**Q:** I have a crystal's band gap and want to know how readily its conduction electrons respond to a field. Can the gap alone tell me their mass?

**A:** It can give a useful estimate if you also know what kind of crystal it is and where in the zone the conduction band has its minimum. The effective mass says how an electron in the crystal accelerates, in units of the free-electron mass; a steeply curved band means a light electron. The table lists the lightest value along three Cartesian axes. Start with the crystals whose conduction minimum lies at the zone centre, Γ: InAs, Ge, GaAs, CdSe, CdS, ZnS, Ga₂O₃ and Al₂O₃. Ga₂O₃ belongs here although its gap is indirect, because only its valence top lies elsewhere, and the valence band at Γ reaches almost as high.

Bulk crystals relaxed with r2SCAN in Ansatz 0.2.0 (plane-wave PAW, scalar-relativistic, no spin polarisation), with a 500 eV cutoff, Γ-centred k meshes and Gaussian smearing. Band gaps are Kohn–Sham gaps over the whole zone. Electron masses are taken at the conduction minimum by central differences with a step of 0.02 Å⁻¹.

| formula | structure | k mesh | band gap (eV) | gap kind | lightest electron mass (electron mass) | measured gap (eV) | method and sample | source |
| --- | --- | --- | --- | --- | --- | --- | --- | --- |
| C | P6_3/mmc | 12×12×6 | 3.596 | indirect | 0.266 | 0.04 | four-contact resistance vs temperature, not stated, bulk crystal | arXiv:1106.0437 (2011) |
| InAs | F-43m | 10×10×10 | 0.084 | direct | 0.0133 | 0.42 | not stated, direct, bulk crystal | pmc:5059786 (2016) |
| MoTe2 | P6_3/mmc | 12×12×2 | 1.051 | indirect | 0.470 | 0.88 | infrared measurement at ambient conditio, indirect, bulk crystal | pmc:9569381 (2022) |
| Ge | Fd-3m | 12×12×12 | 0.355 | direct | 0.0198 | 0.89 | optical absorption, direct, bulk crystal | arXiv:cond-mat/0503738 (2005) |
| MoS2 | P6_3/mmc | 12×12×4 | 1.158 | indirect | 0.295 | 1.3 | photoluminescence, indirect, bulk crystal | arXiv:1506.03228 (2015) |
| WSe2 | P6_3/mmc | 12×12×2 | 1.330 | indirect | 0.525 | 1.3 | time-resolved ARPES, indirect, bulk crystal | pmc:6684652 (2019) |
| GaAs | F-43m | 8×8×8 | 0.961 | direct | 0.0520 | 1.42 | spectroscopic ellipsometry, direct, bulk crystal | arXiv:cond-mat/0404304 (2004) |
| CdSe | F-43m | 8×8×8 | 1.039 | direct | 0.0940 | 1.69 | spectroscopic ellipsometry, direct, film | arXiv:1007.2297 (2010) |
| GaP | F-43m | 8×8×8 | 1.843 | indirect | 0.225 | 2.34 | not stated, indirect, bulk crystal | arXiv:1810.01194 (2018) |
| CdS | P6_3mc | 6×6×4 | 1.633 | direct | 0.150 | 2.44 | UV-Vis diffuse reflectance, direct, powder | pmc:10275871 (2023) |
| ZnS | F-43m | 8×8×8 | 2.703 | direct | 0.194 | 3.85 | measured value quoted from literature, direct, bulk crystal | arXiv:0911.5022 (2009) |
| Ga2O3 | C2/m | 8×8×4 | 3.022 | indirect | 0.251 | 4.52 | polarised optical absorption, not stated, bulk crystal | arXiv:1511.02601 (2015) |
| SrO | Fm-3m | 8×8×8 | 3.800 | indirect | 0.401 | 6.1 | O K-edge XES and XAS, not stated, powder | arXiv:0908.1581 (2009) |
| Al2O3 | R-3c | 6×6×6 | 7.137 | direct | 0.383 | 8.7 | optical absorption, not stated, bulk crystal | pmc:5906618 (2018) |

**Q:** In those eight the mass rises with the gap every time. Why should the distance to the valence band matter to an electron in the conduction band?

**A:** Because the two bands repel each other. At Γ the conduction state is mainly s-like and the valence top p-like, and symmetry keeps them apart. Away from Γ a coupling between them appears, in proportion to the wave number k, and it pushes the conduction band up. For small k the push is the square of the coupling divided by the gap, so it grows as k², just as kinetic energy does. A small gap therefore gives a strong push, a steep band and a light electron.

Two pendulums joined by a weak spring behave alike: the closer their own frequencies, the more the spring drives them apart. The likeness ends where the spring has a fixed strength, while the coupling in the crystal vanishes at Γ and grows with k. Nor need the partner be the topmost valence band. In GaAs, one of the three bands that meet at the top does most of the pushing for a given direction of k. In CdS and Al₂O₃ the topmost bands stay heavy along the axis of the listed mass, so deeper ones must do it, and the gap only stands in for the true distance.

**Q:** How do I turn that into a number?

**A:** Let T be the energy of a free electron with the same k, and let E_P be an energy that measures how strongly the bands couple. Then

push = T × E_P / gap

1/m = 1 + E_P / gap, or m = gap / (gap + E_P)

The 1 is the free electron's own kinetic energy. Take E_P as 18 eV for Ge and the III–V compounds, and as 10 eV for the II–VI compounds and oxides.

**Q:** Let me try GaAs, with its computed gap of 0.961 eV. I get 18/0.961 = 18.7, so 1/m = 19.7 and m = 0.051.

**A:** The calculation gives 0.052. Now take ZnS, which the rule serves less well: 10/2.703 = 3.7, so 1/m = 4.7 and m = 0.21. That is about 10% heavier than the computed mass. Both crystals helped to set the constants, so neither is an independent test.

**Q:** Where do the two constants come from?

**A:** They are rounded averages of the E_P that each of the eight rows implies, worked out with a repair for small gaps that comes up below. I split the rows after seeing those values. One shared constant misses the worst row by about half its mass. There is a plausible reason for the split: in a more ionic crystal the valence top sits mainly on the anion and the conduction bottom has much weight on the cation, which should weaken the coupling. The table doesn't test that reason, and the first group has only three members.

**Q:** Then how far may I trust the rule?

**A:** For the six Γ crystals with gaps above 0.9 eV, it stays within 10% of the computed mass. A harder test, made with the repair for small gaps, leaves each of the eight rows out of its group average before estimating it; the worst miss is then about 25%. I would expect that kind of accuracy for a similar crystal. The output after this text gives the rows one by one.

**Q:** InAs looks bad, though. I get 0.005 and the table says 0.013.

**A:** There the two numbers describe different things. The computed mass comes from band energies a small step away from Γ, and I take the sampled points to lie one full step out. By then the coupling has raised the InAs band by 0.11 eV, more than the gap itself. The band is no longer a parabola, and the listed mass is heavier than the one at its very bottom.

You can repair the estimate by dividing by the distance from the raised conduction state down to the valence level at Γ, which grows with the push:

push = T × E_P / (gap + push)

Here T is about 0.0015 eV, the free-electron energy at that step. The push stands on both sides, so solve the quadratic equation for it; the mass is then T / (T + push). This brings InAs to within about 12% of the listed mass. For Ge the same repair worsens a good agreement to a miss of 15%, so the plain rule's success there rests on two errors that cancel.

**Q:** May I use the rule for GaP or MoS₂, whose gaps are also listed?

**A:** No, because their conduction minima lie away from Γ, as do those of C, SrO, MoTe₂ and WSe₂. Mixing acts between states at the same k, whereas the listed gap joins a valence top at Γ to a conduction minimum elsewhere. It is then the wrong distance to divide by, and the states that mix are different ones too. In these six rows the computed masses are about 1.5 to 5 times the estimate. So find the minimum first; the words "direct" and "indirect" alone don't settle it.

**Q:** Suppose I have a crystal in range. Is the computed mass the one I would measure?

**A:** It is probably too light, because the gap is too small. For GaAs the computed gap falls 0.46 eV short of the measured one. Spin–orbit coupling and lattice vibrations, both missing here, would lower the computed gap further, so the shortfall belongs to the functional, as is usual for this kind. With the measured gap and the same E_P, the rule raises its GaAs mass by 44%, to 0.073. That E_P stays the same is an assumption, and the table has no measured masses to check it.

**Q:** Can I make that correction for every row?

**A:** Not safely for InAs. Spin–orbit coupling, which the rule leaves out, splits its valence bands, so they no longer lie at one distance from the conduction band. It should also lift the valence top, and the computed gap is so small that this alone might close it. Ge needs care too: the calculation puts its lowest conduction minimum at Γ, but in the real crystal it lies elsewhere, so the rule describes a higher valley there. The row C is out of range anyway, and its measured gap must be ignored: the computed cell is hexagonal diamond, to which 0.04 eV cannot belong.

**Q:** And if I only want to guess a neighbour's place in the trend?

**A:** Ask what the change does to the gap, and stay within one group: GaAs and CdSe have nearly the same gap, yet the electron in CdSe is almost twice as heavy. From CdSe to CdS the gap opens from 1.0 to 1.6 eV and the mass rises from 0.09 to 0.15, though the crystal structure changes as well. At wide gaps the rise slows, because the coupling term E_P / gap shrinks until the free electron's 1 counts as well. In Al₂O₃ the two are already of similar size; without the 1, the rule would give 0.71 instead of 0.42, against a computed 0.38.

Printed output of the fit:

```
Rule against computed mass (only Gamma rows are in range):
    row  at_Gamma  E_P_eV  plain_rule  plain_miss_percent  rule_with_step  step_miss_percent
      C         0   9.934      0.1665               -37.4          0.1668             -37.29
   InAs         1   14.62    0.004645              -65.08         0.01169             -12.12
  MoTe2         0   1.187      0.0951              -79.76         0.09627             -79.52
     Ge         1   21.31     0.01934              -2.319         0.02282              15.23
   MoS2         0   2.776      0.1038              -64.82          0.1048             -64.47
   WSe2         0   1.205      0.1174              -77.64          0.1183             -77.47
   GaAs         1   18.03     0.05068              -2.533         0.05207             0.1346
   CdSe         1   10.16     0.09412              0.1286         0.09531               1.39
    GaP         0   6.366     0.09288              -58.72         0.09355             -58.42
    CdS         1   9.303      0.1404              -6.416          0.1411             -5.959
    ZnS         1   11.26      0.2128               9.683          0.2131              9.862
  Ga2O3         1   9.031      0.2321              -7.542          0.2324             -7.424
    SrO         0    5.68      0.2754              -31.33          0.2756             -31.28
  Al2O3         1    11.5      0.4165               8.738          0.4165              8.757
mean E_P of InAs, Ge, GaAs, eV: 17.99
mean E_P of the five II-VI and oxide Gamma rows, eV: 10.25
single E_P for all eight Gamma rows, eV: 13.15
largest miss with the single constant and step, percent: 50.73
largest miss with two constants and step, percent: 15.23
largest miss when each row is left out of its group mean, percent: 25.21
largest miss of the plain rule, Gamma rows with gap above 0.9 eV, percent: 9.683
heaviest over lightest computed mass, Gamma rows: 28.8
InAs rise of the band by coupling at the step, eV: 0.1131
InAs computed mass over plain-rule mass: 2.863
Al2O3 mass if the free-electron term 1 is dropped, electron masses: 0.7137
smallest computed over plain-rule mass, rows not at Gamma: 1.456
largest computed over plain-rule mass, rows not at Gamma: 4.942
GaAs and ZnS measured less computed gap, eV: 0.459, 1.147
GaAs and ZnS rule mass at the measured gap, electron masses: 0.07312, 0.278
GaAs and ZnS rise of the rule mass from computed to measured gap, percent: 44.27, 30.64
```
